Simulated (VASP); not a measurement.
# ZnS (F-43m) in VASP: settings compared, part 3 of 3

VASP 6.6.1. Earlier steps stand in the parts before.

## 5. Dielectric tensor, PBE

File INCAR:

```
PREC     = Accurate       # precision mode
ENCUT    = 350            # plane-wave cutoff, eV
EDIFF    = 1E-8           # SCF threshold, eV
ISMEAR   = 0              # smearing method
SIGMA    = 0.01           # smearing width, eV
LREAL    = F              # projectors in reciprocal space
LASPH    = T              # aspherical terms in the spheres
NELM     = 100            # most SCF steps
ALGO     = Normal         # electronic algorithm
ISIF     = 2              # what is computed and relaxed
LWAVE    = F              # write WAVECAR
LCHARG   = F              # write CHGCAR
GGA      = PE             # functional
LEPSILON = T              # dielectric tensor by DFPT
```

File KPOINTS:

```
regular mesh
0
Gamma
  12 12 12
```

File POSCAR:

```
ZnS
1.0
    0.0000000000      2.7020000000      2.7020000000
    2.7020000000      0.0000000000      2.7020000000
    2.7020000000      2.7020000000      0.0000000000
Zn S
1 1
Direct
    0.7500000000      0.7500000000      0.7500000000
    0.0000000000      0.0000000000      0.0000000000
```

Potentials or basis: VASP PAW PBE potentials, release 64 (Zn, S).

Run with:

```
$ cat potpaw_PBE.64/Zn/POTCAR potpaw_PBE.64/S/POTCAR > POTCAR
$ mpirun -np 1 vasp_std > vasp.out
```

OUTCAR:

```text
PREC = Accurate
   ENCUT = 350
   EDIFF = 1E-8
   ISMEAR = 0
   LREAL = F
   LASPH = T
   NELM = 100
   ISIF = 2
   GGA = PE
   LEPSILON = T

 Found     72 irreducible k-points:

 Following reciprocal coordinates:
            Coordinates               Weight
  0.000000  0.000000  0.000000      1.000000
  0.083333  0.000000  0.000000      8.000000
  0.166667  0.000000  0.000000      8.000000
  0.250000  0.000000  0.000000      8.000000
  0.333333  0.000000  0.000000      8.000000
  0.416667  0.000000  0.000000      8.000000
   k-points           NKPTS =     72   k-points in BZ     NKDIM =     72   number of bands    NBANDS=     13
   number of dos      NEDOS =    301   number of ions     NIONS =      2
   total plane-waves  NPLWV =  13824
   dimension x,y,z NGX =    24 NGY =   24 NGZ =   24
   dimension x,y,z NGXF=    48 NGYF=   48 NGZF=   48
   ions per type =               1   1
   NGX,Y,Z   is equivalent  to a cutoff of  10.44, 10.44, 10.44 a.u.
   NGXF,Y,Z  is equivalent  to a cutoff of  20.88, 20.88, 20.88 a.u.
 SYSTEM =  unknown system
   PREC   = accura    normal or accurate (medium, high low for compatibility)
   ISTART =      0    job   : 0-new  1-cont  2-samecut
   ICHARG =      2    charge: 1-file 2-atom 10-const
   ISPIN  =      1    spin polarized calculation?
   LNONCOLLINEAR =      F non collinear calculations
   LSORBIT =      F    spin-orbit coupling
   LASPH  =      T    aspherical Exc in radial PAW
   ENCUT  =  350.0 eV  25.72 Ry    5.07 a.u.   5.83  5.83  5.83*2*pi/ulx,y,z
   NELM   =    100;   NELMIN=  2; NELMDL= -5     # of ELM steps
   EDIFF  = 0.1E-07   stopping-criterion for ELM
   LREAL  =      F    real-space projection
   EDIFFG = 0.1E-06   stopping-criterion for IOM
   NSW    =      0    number of steps for IOM
   IBRION =     -1    ionic relax: 0-MD 1-quasi-New 2-CG
   NFREE  =      0    steps in history (QN), initial steepest desc. (CG)
   ISIF   =      2    stress and relaxation
   ISYM   =      2    0-nonsym 1-usesym 2-fastsym
   POTIM  = 0.5000    time-step for ionic-motion
   TEBEG  =    0.0;   TEEND  =   0.0 temperature during run
   PSTRESS=    0.0 pullay stress
   NELECT =      18.0000    total number of electrons
   NUPDOWN=      -1.0000    fix difference up-down
[... 169 lines left out ...]
 ------------------------------------------------------

 Free energy of the ion-electron system (eV)
  ---------------------------------------------------
  ---------------------------------------------------
  free energy    TOTEN  =        -0.57999152 eV

  energy without entropy =       -0.57999152

------------------------ aborting loop because EDIFF is reached ----------------------------------------

--------------------------------------- Ionic step        2  -------------------------------------------

------------------------ aborting loop because EDIFF is reached ----------------------------------------

--------------------------------------- Ionic step        3  -------------------------------------------

 Free energy of the ion-electron system (eV)
  ---------------------------------------------------
  ---------------------------------------------------
  free energy    TOTEN  =        -0.57999121 eV

  energy without entropy =       -0.57999121

------------------------ aborting loop because EDIFF is reached ----------------------------------------

 PIEZOELECTRIC TENSOR FIELD DIRECTION 3  (e Angst)
 -----------------------------------------------------------------------------
    -0.00062 -1.66012  0.00000           ( -0.00000  0.01580  0.00000)
    -1.66012 -0.00062  0.00000           (  0.01580 -0.00000  0.00000)
     0.00000  0.00000 -0.00059           (  0.00000  0.00000 -0.00000)

 PIEZOELECTRIC TENSOR FIELD DIRECTION 3  (C/m^2)
 -----------------------------------------------------------------------------
    -0.00025 -0.67416  0.00000
    -0.67416 -0.00025  0.00000
     0.00000  0.00000 -0.00024

 MACROSCOPIC STATIC DIELECTRIC TENSOR (including local field effects in DFT)
 ------------------------------------------------------
           5.915144     0.000000    -0.000000
           0.000000     5.915144    -0.000000
           0.000000    -0.000000     5.915144
 ------------------------------------------------------

 PIEZOELECTRIC TENSOR (including local field effects)  for field in x, y, z        (e  Angst)
          XX          YY          ZZ          XY          YZ          ZX
  --------------------------------------------------------------------------------
  x     0.00000    -0.00000     0.00000     0.00000    -1.66843    -0.00000
  y     0.00000    -0.00000     0.00000     0.00000     0.00000    -1.66843
  z    -0.00000    -0.00000    -0.00000    -1.66843     0.00000     0.00000

 PIEZOELECTRIC TENSOR (including local field effects)  for field in x, y, z        (C/m^2)
          XX          YY          ZZ          XY          YZ          ZX
  --------------------------------------------------------------------------------
  x     0.00000    -0.00000     0.00000     0.00000    -0.67753    -0.00000
  y     0.00000    -0.00000     0.00000     0.00000     0.00000    -0.67753
  z    -0.00000    -0.00000    -0.00000    -0.67753     0.00000     0.00000

 BORN EFFECTIVE CHARGES (including local field effects) (in |e|, cummulative output)
 ---------------------------------------------------------------------------------
 ion    1
    1     2.00558     0.00000    -0.00000
    2     0.00000     2.00558     0.00000
    3    -0.00000     0.00000     2.00558
 ion    2
    1    -2.00558    -0.00000     0.00000
    2     0.00000    -2.00558    -0.00000
    3     0.00000     0.00000    -2.00558
```

It took 2.8 min on 1 thread of Intel Xeon Platinum 8488C (Sapphire Rapids), shared host; peak memory 0.33 GiB.

The run converged, but some of its settings lie outside the range that counts as converged, so its numbers aren't taken as properties of the crystal.

Results:

- Band gap on the k mesh: 2.11 eV, direct
- Electronic dielectric tensor (diagonal): 5.92
- Born charges (mean of the diagonal): Zn +2.01; S -2.01 e

## 6. Dielectric tensor, PBE

INCAR, as its differences from that of step 5:

```diff
@@ -1,3 +1,3 @@
 PREC     = Accurate       # precision mode
-ENCUT    = 350            # plane-wave cutoff, eV
+ENCUT    = 250            # plane-wave cutoff, eV
 EDIFF    = 1E-8           # SCF threshold, eV
```

File KPOINTS:

```
regular mesh
0
Gamma
  6 6 6
```

POSCAR is that of step 5.

Potentials or basis: VASP PAW PBE potentials, release 64 (Zn, S).

Run with:

```
$ cat potpaw_PBE.64/Zn/POTCAR potpaw_PBE.64/S/POTCAR > POTCAR
$ mpirun -np 1 vasp_std > vasp.out
```

OUTCAR:

```text
PREC = Accurate
   ENCUT = 250
   EDIFF = 1E-8
   ISMEAR = 0
   LREAL = F
   LASPH = T
   NELM = 100
   ISIF = 2
   GGA = PE
   LEPSILON = T

 Found     16 irreducible k-points:

 Following reciprocal coordinates:
            Coordinates               Weight
  0.000000  0.000000  0.000000      1.000000
  0.166667  0.000000  0.000000      8.000000
  0.333333  0.000000  0.000000      8.000000
  0.500000  0.000000  0.000000      4.000000
  0.166667  0.166667  0.000000      6.000000
  0.333333  0.166667  0.000000     24.000000
   k-points           NKPTS =     16   k-points in BZ     NKDIM =     16   number of bands    NBANDS=     13
   number of dos      NEDOS =    301   number of ions     NIONS =      2
   total plane-waves  NPLWV =   8000
   dimension x,y,z NGX =    20 NGY =   20 NGZ =   20
   dimension x,y,z NGXF=    40 NGYF=   40 NGZF=   40
   ions per type =               1   1
[... 234 lines left out ...]
 MACROSCOPIC STATIC DIELECTRIC TENSOR (including local field effects in DFT)
 ------------------------------------------------------
           6.295957     0.000000     0.000000
           0.000000     6.295957     0.000000
           0.000000    -0.000000     6.295957
 ------------------------------------------------------

 PIEZOELECTRIC TENSOR (including local field effects)  for field in x, y, z        (e  Angst)
          XX          YY          ZZ          XY          YZ          ZX
  --------------------------------------------------------------------------------
  x    -0.00000    -0.00000    -0.00000     0.00000    -1.71000     0.00000
  y     0.00000    -0.00000    -0.00000    -0.00000    -0.00000    -1.71000
  z     0.00000     0.00000     0.00000    -1.71000    -0.00000     0.00000

 PIEZOELECTRIC TENSOR (including local field effects)  for field in x, y, z        (C/m^2)
          XX          YY          ZZ          XY          YZ          ZX
  --------------------------------------------------------------------------------
  x    -0.00000    -0.00000    -0.00000     0.00000    -0.69442     0.00000
  y     0.00000    -0.00000    -0.00000    -0.00000    -0.00000    -0.69442
  z     0.00000     0.00000     0.00000    -0.69442    -0.00000     0.00000

 BORN EFFECTIVE CHARGES (including local field effects) (in |e|, cummulative output)
 ---------------------------------------------------------------------------------
 ion    1
    1     2.05576    -0.00000     0.00000
    2    -0.00000     2.05576     0.00000
    3     0.00000     0.00000     2.05576
 ion    2
    1    -2.05576     0.00000    -0.00000
    2     0.00000    -2.05576    -0.00000
    3    -0.00000    -0.00000    -2.05576
```

OSZICAR:

```text
N       E                     dE             d eps       ncg     rms          rms(c)
DAV:   1     0.596824077135E+02    0.59682E+02   -0.57546E+03   416   0.935E+02
[... 13 lines left out ...]
RMM:   6    -0.621602935900E+00   -0.30256E-03   -0.18387E-04  2121   0.783E-02    0.222E-02
RMM:   7    -0.622584435946E+00   -0.98150E-03   -0.26436E-05  2052   0.300E-02    0.316E-03
RMM:   8    -0.622713604451E+00   -0.12917E-03   -0.35374E-06  2116   0.849E-03    0.185E-03
RMM:   9    -0.622708265252E+00    0.53392E-05   -0.14758E-06  2065   0.371E-03    0.464E-04
RMM:  10    -0.622714146443E+00   -0.58812E-05    0.50004E-07  2172   0.916E-04    0.131E-04
RMM:  11    -0.622715727744E+00   -0.15813E-05    0.12622E-06  1868   0.300E-04    0.466E-05
RMM:  12    -0.622714082889E+00    0.16449E-05   -0.18832E-08  1385   0.768E-05    0.798E-06
```

Wall time 36 s (1 thread of Intel Xeon Platinum 8488C (Sapphire Rapids), shared host); peak memory 0.14 GiB.

The run converged, but a check on its numbers failed (symmetry, net force, bounds or a known fault of this set-up), so they aren't taken as properties of the crystal.

Caveat: the cutoff lies under the usual one of these potentials, so the numbers hold a large basis-set error.

## 7. Comparison with measurements

Step 2. Measured gap of ZnS: 3.85 eV (direct; 19 K; quoted in “Electronic, vibrational, and thermodynamic properties of ZnS (zincblende and rocksalt structure)”, 2009, arxiv:0911.5022). This calculation gives 3.20 eV (-0.65 eV). The value is that of HSEsol, without temperature or zero-point motion.

Step 3. Measured gap of ZnS: 3.85 eV (direct; 19 K; quoted in “Electronic, vibrational, and thermodynamic properties of ZnS (zincblende and rocksalt structure)”, 2009, arxiv:0911.5022). This calculation gives 2.12 eV (-1.73 eV). The value is that of PBE on a finite k mesh, which can miss the band edges, without temperature or zero-point motion. Semilocal functionals fall short of measured gaps as a rule. Measured high-frequency dielectric constant of ZnS: 5.14 (a printed reference work, monograph). This calculation gives 5.91 (+15.0 %).
